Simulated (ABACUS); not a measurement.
Crystal: Ni.

```
Ni
1.0
     0.00000    1.73757    1.73757
     1.73757    0.00000    1.73757
     1.73757    1.73757    0.00000
Ni
1
Direct
  0.00000 0.00000 0.00000
```

| Quantity | Value |
| --- | --- |
| Program | ABACUS 3.10.1 |
| Task | relaxation of cell and atoms |
| Functional | RPBE |
| Potentials or basis | GBRV ultrasoft 1.5 PBE |
| Cutoff | 544 eV |
| Density cutoff | 4354 eV |
| Basis | plane waves |
| k mesh | 10 × 10 × 10 |
| Occupations | fermi-dirac, width 0.05 eV |
| Spin | collinear spin, ferromagnetic start |
| Starting moments | [1.0] μB |

At the start: pressure 4.7 GPa; volume 10.49 Å³/atom.

Task: How do energy, volume and symmetry change on relaxing?

Result: Over 4 steps the energy falls by 2.3 meV/atom and the volume is 10.65 Å³/atom (+1.5 %); space group Fm-3m (No. 225, to 0.05 Å); moment 0.00 μB per cell.

Step by step:
| step | energy change (eV) | largest force (eV/Å) | pressure (GPa) | volume (Å³) |
| --- | --- | --- | --- | --- |
| 1 | 0.0000 | 0.0000 | 4.73 | 10.49 |
| 2 | 0.0082 | 0.0000 | -9.78 | 10.99 |
| 3 | -0.0023 | 0.0000 | -0.52 | 10.65 |
| 4 | -0.0023 | 0.0000 | 0.01 | 10.65 |

Final structure:
```
CELL_PARAMETERS angstrom
0.00000 1.74624 1.74624
1.74624 0.00000 1.74624
1.74624 1.74624 0.00000
ATOMIC_POSITIONS crystal
Ni 0.00000 0.00000 0.00000
```

Caveat: the potentials were made for another functional, which shifts forces and pressure.
